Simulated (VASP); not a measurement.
# Pt (Fm-3m) in VASP: further runs

The runs below take Pt through relaxation of cell and atoms, vibrations by finite differences, with LDA.

Everything below comes from runs of VASP 6.6.1. Logs are shortened: lines on timing, memory, paths and dates and some standing lists are left out, and cuts for length are marked.

## (1) The crystal as given

The structure is cubic, space group Fm-3m (No. 225). The conventional cell has a = 3.922 Å, b = 3.922 Å, c = 3.922 Å, α = 90.00°, β = 90.00°, γ = 90.00°. Pt (site symmetry m-3m) is surrounded by 12 Pt at 2.77 Å.

## (2) Relaxation of cell and atoms, LDA

File INCAR:

```
SYSTEM = Pt
PREC = Accurate
ENCUT = 350
EDIFF = 1E-7
ISMEAR = 0
SIGMA = 0.1
LREAL = .FALSE.
LASPH = .TRUE.
NELM = 60
ALGO = Normal
ISIF = 3
LWAVE = .FALSE.
LCHARG = .FALSE.
GGA = CA
IBRION = 2
NSW = 80
EDIFFG = -0.002
```

File KPOINTS:

```
regular mesh
0
G
  10 10 10
  0 0 0
```

File POSCAR:

```
Pt
1.0
    0.0000000000      1.9609000000      1.9609000000
    1.9609000000      0.0000000000      1.9609000000
    1.9609000000      1.9609000000      0.0000000000
Pt
1
Direct
    0.0000000000      0.0000000000      0.0000000000
```

Potentials or basis: VASP PAW LDA potentials, release 64 (Pt).

The run is started by

```sh
> cat potpaw_LDA.64/Pt/POTCAR > POTCAR
> mpirun -np 1 vasp_std > vasp.out
```

OUTCAR:

```text
SYSTEM = Pt
   PREC = Accurate
   ENCUT = 350
   EDIFF = 1E-7
   ISMEAR = 0
   LREAL = .FALSE.
   LASPH = .TRUE.
   NELM = 60
   ISIF = 3
   GGA = CA
   IBRION = 2
   NSW = 80
   EDIFFG = -0.002

 ion  position               nearest neighbor table
   1  0.000  0.000  0.000-

  LATTYP: Found a face centered cubic cell.
 ALAT       =     3.9218000000

  Lattice vectors:

 A1 = (   0.0000000000,   1.9609000000,   1.9609000000)
 A2 = (   1.9609000000,   0.0000000000,   1.9609000000)
 A3 = (   1.9609000000,   1.9609000000,   0.0000000000)

Analysis of symmetry for initial positions (statically):
=====================================================================
 Subroutine PRICEL returns:
 Original cell was already a primitive cell.

 Routine SETGRP: Setting up the symmetry group for a
 face centered cubic supercell.

 Subroutine GETGRP returns: Found 48 space group operations
 (whereof 48 operations were pure point group operations)
 out of a pool of 48 trial point group operations.

The static configuration has the point symmetry O_h .

Analysis of symmetry for dynamics (positions and initial velocities):
=====================================================================
 Subroutine PRICEL returns:
 Original cell was already a primitive cell.

 Routine SETGRP: Setting up the symmetry group for a
 face centered cubic supercell.

 Subroutine GETGRP returns: Found 48 space group operations
 (whereof 48 operations were pure point group operations)
 out of a pool of 48 trial point group operations.

The dynamic configuration has the point symmetry O_h .

 Subroutine INISYM returns: Found 48 space group operations
 (whereof 48 operations are pure point group operations),
 and found     1 'primitive' translations

----------------------------------------------------------------------------------------

                                     Primitive cell

  volume of cell :      15.0798

  direct lattice vectors                    reciprocal lattice vectors
     0.000000000  1.960900000  1.960900000    -0.254984956  0.254984956  0.254984956
     1.960900000  0.000000000  1.960900000     0.254984956 -0.254984956  0.254984956
     1.960900000  1.960900000  0.000000000     0.254984956  0.254984956 -0.254984956

  length of vectors
     2.773131374  2.773131374  2.773131374     0.441646899  0.441646899  0.441646899

  position of ions in fractional coordinates (direct lattice)
     0.000000000  0.000000000  0.000000000

  ion indices of the primitive-cell ions
   primitive index   ion index
                 1           1

----------------------------------------------------------------------------------------

 KPOINTS: regular mesh

Automatic generation of k-mesh.
 Grid dimensions read from file:
 generate k-points for:   10   10   10

 Generating k-lattice:

  Cartesian coordinates                     Fractional coordinates (reciprocal lattice)
    -0.025498496  0.025498496  0.025498496     0.100000000  0.000000000  0.000000000
     0.025498496 -0.025498496  0.025498496     0.000000000  0.100000000  0.000000000
     0.025498496  0.025498496 -0.025498496     0.000000000  0.000000000  0.100000000

  Length of vectors
     0.044164690  0.044164690  0.044164690

  Shift w.r.t. Gamma in fractional coordinates (k-lattice)
     0.000000000  0.000000000  0.000000000

 Subroutine IBZKPT returns following result:
 ===========================================

 Found     47 irreducible k-points:

 Following reciprocal coordinates:
            Coordinates               Weight
  0.000000  0.000000  0.000000      1.000000
  0.100000  0.000000  0.000000      8.000000
  0.200000  0.000000  0.000000      8.000000
  0.300000  0.000000  0.000000      8.000000
  0.400000  0.000000  0.000000      8.000000
  0.500000  0.000000  0.000000      4.000000
[... 16 lines left out ...]
  0.300000  0.300000  0.000000      6.000000
  0.400000  0.300000  0.000000     24.000000
 [... further k-points ...]
   k-points           NKPTS =     47   k-points in BZ     NKDIM =     47   number of bands    NBANDS=      9
   number of dos      NEDOS =    301   number of ions     NIONS =      1
   total plane-waves  NPLWV =   5832
   dimension x,y,z NGX =    18 NGY =   18 NGZ =   18
   dimension x,y,z NGXF=    36 NGYF=   36 NGZF=   36
   ions per type =               1
   NGX,Y,Z   is equivalent  to a cutoff of  10.79, 10.79, 10.79 a.u.
   NGXF,Y,Z  is equivalent  to a cutoff of  21.58, 21.58, 21.58 a.u.
 SYSTEM =  Pt
   PREC   = accura    normal or accurate (medium, high low for compatibility)
   ISTART =      0    job   : 0-new  1-cont  2-samecut
   ICHARG =      2    charge: 1-file 2-atom 10-const
   ISPIN  =      1    spin polarized calculation?
   LNONCOLLINEAR =      F non collinear calculations
   LSORBIT =      F    spin-orbit coupling
   LASPH  =      T    aspherical Exc in radial PAW
   ENCUT  =  350.0 eV  25.72 Ry    5.07 a.u.   4.23  4.23  4.23*2*pi/ulx,y,z
   NELM   =     60;   NELMIN=  2; NELMDL= -5     # of ELM steps
   EDIFF  = 0.1E-06   stopping-criterion for ELM
   LREAL  =      F    real-space projection
   EDIFFG = -.2E-02   stopping-criterion for IOM
   NSW    =     80    number of steps for IOM
   IBRION =      2    ionic relax: 0-MD 1-quasi-New 2-CG
   NFREE  =      1    steps in history (QN), initial steepest desc. (CG)
   ISIF   =      3    stress and relaxation
   ISYM   =      2    0-nonsym 1-usesym 2-fastsym
   POTIM  = 0.5000    time-step for ionic-motion
   TEBEG  =    0.0;   TEEND  =   0.0 temperature during run
   PSTRESS=    0.0 pullay stress
   NELECT =      10.0000    total number of electrons
   NUPDOWN=      -1.0000    fix difference up-down
   EMIN   =  10.00;   EMAX   =-10.00  energy-range for DOS
   EFERMI =   0.00;   METHOD = LEGACY
   ISMEAR =     0;   SIGMA  =   0.10  broadening in eV -4-tet -1-fermi 0-gaus
   EFERMI_NEDOS =   21; number of points for ismear=-14 and -15
   IALGO  =     38    algorithm
   IMIX   =      4    mixing-type and parameters
     AMIX     =   0.40;   BMIX     =  1.00
     AMIX_MAG =   1.60;   BMIX_MAG =  1.00
  volume/ion in A,a.u.               =      15.08       101.76
  Fermi-wavevector in a.u.,A,eV,Ry     =   1.427609  2.697791 27.729605  2.038068
  Thomas-Fermi vector in A             =   2.547760
   LORBIT       =      0    0 simple, 1 ext, 2 COOP (PROOUT), +10 PAW based schemes
   GGA     = CA    functional components
   LHFCALC =     F    Hartree Fock is set to
   AEXX    =    0.0000 exact exchange contribution
   IVDW    =     0    specifies the selected vdW correction
   LEPSILON=     F    determine dielectric tensor
   LRPA    =     F    only Hartree local field effects (RPA)
 conjugate gradient relaxation of ions
 non-spin polarized calculation
 Gauss-broadening in eV      SIGMA  =   0.10
  energy-cutoff  :      350.00
  volume of cell :       15.08
 maximum number of plane-waves:       232
 NGX is ok and might be reduce to    18
   NGX =  9   NGY =  9   NGZ =  9

--------------------------------------- Ionic step        1  -------------------------------------------

 number of electron      10.0000005 magnetization

 Free energy of the ion-electron system (eV)
  ---------------------------------------------------
  ext. energy  EPLUGINS =         0.00000000
  ---------------------------------------------------
  free energy    TOTEN  =        -7.48881219 eV

  energy without entropy =       -7.48297919  energy(sigma->0) =       -7.48589569

------------------------ aborting loop because EDIFF is reached ----------------------------------------

  FORCE on cell =-STRESS in cart. coord.  units (eV):
  Direction    XX          YY          ZZ          XY          YZ          ZX
  --------------------------------------------------------------------------------------
  -------------------------------------------------------------------------------------
  Total       -0.5719056     -0.5719056     -0.5719056     -0.0000000      0.0000000      0.0000000
  in kB      -60.7629195    -60.7629195    -60.7629195     -0.0000000      0.0000000      0.0000000
  external PRESSURE =     -60.7629195 kB  Pullay stress =       0.0000000 kB

 VOLUME and BASIS-vectors are now :
 -----------------------------------------------------------------------------
  energy-cutoff  :      350.00
  volume of cell :       15.08
      direct lattice vectors                 reciprocal lattice vectors
     0.000000000  1.960900000  1.960900000    -0.254984956  0.254984956  0.254984956
     1.960900000  0.000000000  1.960900000     0.254984956 -0.254984956  0.254984956
     1.960900000  1.960900000  0.000000000     0.254984956  0.254984956 -0.254984956
[... 71 lines left out ...]
 POSITION                                       TOTAL-FORCE (eV/Angst)
 -----------------------------------------------------------------------------------
      0.00000      0.00000      0.00000         0.000000     -0.000000     -0.000000
 -----------------------------------------------------------------------------------
    total drift:                                0.000000     -0.000000     -0.000000

  FREE ENERGIE OF THE ION-ELECTRON SYSTEM (eV)
  ---------------------------------------------------
  free  energy   TOTEN  =        -7.4947450097 eV

  energy  without entropy=       -7.4893517742  energy(sigma->0) =       -7.49204839

--------------------------------------- Ionic step        4  -------------------------------------------

 number of electron      10.0000004 magnetization

 Free energy of the ion-electron system (eV)
  ---------------------------------------------------
  ext. energy  EPLUGINS =         0.00000000
  ---------------------------------------------------
  free energy    TOTEN  =        -7.49474894 eV

  energy without entropy =       -7.48936573  energy(sigma->0) =       -7.49205733

 E-fermi :  11.5641     XC(G=0): -13.8068

 val. band max:       11.4985345030   @ k =   0.4000   0.3000   0.0000
 cond. band min:      11.5780653254   @ k =   0.5000   0.5000   0.0000
 fundamental gap:      0.0795308224
 Fermi energy:        11.5641382910

 k-point     1 :       0.0000    0.0000    0.0000
  band No.  band energies     occupation
      1       1.0646      2.00000
      2       7.6017      2.00000
      3       7.6017      2.00000
      4       7.6017      2.00000
      5       9.8668      2.00000
      6       9.8668      2.00000
      7      26.1061      0.00000
      8      31.1419      0.00000
      9      31.1419      0.00000

 k-point     2 :       0.1000    0.0000    0.0000
  band No.  band energies     occupation
      1       1.4698      2.00000
      2       7.4275      2.00000
      3       7.7569      2.00000
      4       7.7569      2.00000
      5       9.7850      2.00000
      6       9.7850      2.00000
      7      26.7325      0.00000
      8      29.3979      0.00000
      9      31.7781      0.00000
[... 253 lines left out ...]
 k-point    24 :       0.4000    0.3000    0.0000
  band No.  band energies     occupation
      1       4.7133      2.00000
      2       5.3405      2.00000
      3       8.8203      2.00000
      4      10.1836      2.00000
      5      11.4985      1.64648
      6      11.7601      0.00558
      7      23.6440      0.00000
      8      25.9646      0.00000
      9      26.5627      0.00000

 [... further k-points ...]

------------------------ aborting loop because EDIFF is reached ----------------------------------------

  FORCE on cell =-STRESS in cart. coord.  units (eV):
  Direction    XX          YY          ZZ          XY          YZ          ZX
  --------------------------------------------------------------------------------------
  -------------------------------------------------------------------------------------
  Total       -0.0017255     -0.0017255     -0.0017255     -0.0000000      0.0000000      0.0000000
  in kB       -0.1871231     -0.1871231     -0.1871231     -0.0000000      0.0000000      0.0000000
  external PRESSURE =      -0.1871231 kB  Pullay stress =       0.0000000 kB

 VOLUME and BASIS-vectors are now :
 -----------------------------------------------------------------------------
  energy-cutoff  :      350.00
  volume of cell :       14.77
      direct lattice vectors                 reciprocal lattice vectors
    -0.000000000  1.947565486  1.947565486    -0.256730777  0.256730777  0.256730777
     1.947565486  0.000000000  1.947565486     0.256730777 -0.256730777  0.256730777
     1.947565486  1.947565486  0.000000000     0.256730777  0.256730777 -0.256730777

 POSITION                                       TOTAL-FORCE (eV/Angst)
 -----------------------------------------------------------------------------------
      1.94757      0.00000      1.94757         0.000000     -0.000000      0.000000
 -----------------------------------------------------------------------------------
    total drift:                                0.000000     -0.000000      0.000000

  FREE ENERGIE OF THE ION-ELECTRON SYSTEM (eV)
  ---------------------------------------------------
  free  energy   TOTEN  =        -7.4947489395 eV

  energy  without entropy=       -7.4893657289  energy(sigma->0) =       -7.49205733

 reached required accuracy - stopping structural energy minimisation
```

Wall time 15 s (1 thread of Intel Xeon Platinum 8259CL at 2.50GHz (Skylake/Cascade Lake), shared host); peak memory 0.12 GiB.

Results:

```
Free energy                            : -7.4947 eV
Relaxed volume                         : 14.77 Å³/atom
Relaxed cell                           : a = 2.754 Å, b = 2.754 Å, c = 2.754 Å, α = 60.00°, β = 60.00°, γ = 60.00°
Space group after relaxing (to 0.05 Å) : Fm-3m (No. 225)
Energy gained by relaxing              : 5.9 meV/atom
Ionic steps                            : 4
Pressure after relaxing                : 0.0 GPa
Band gap on the k mesh                 : none (metal or under the smearing width)
```

Step by step:
```tsv
step	energy change (eV)	largest force (eV/Å)	pressure (GPa)	volume (Å³)
1	0.0000	0.0000	-6.08	15.08
2	0.0564	0.0000	23.52	13.87
3	-0.0059	0.0000	-0.17	14.78
4	-0.0059	0.0000	-0.02	14.77
```

Final structure:
```xyz
1
Lattice="0.0000 1.9476 1.9476 1.9476 0.0000 1.9476 1.9476 1.9476 0.0000" Properties=species:S:1:pos:R:3 pbc="T T T"
Pt    1.9476    0.0000    1.9476
```

(Part 1 of 3 ends here.)
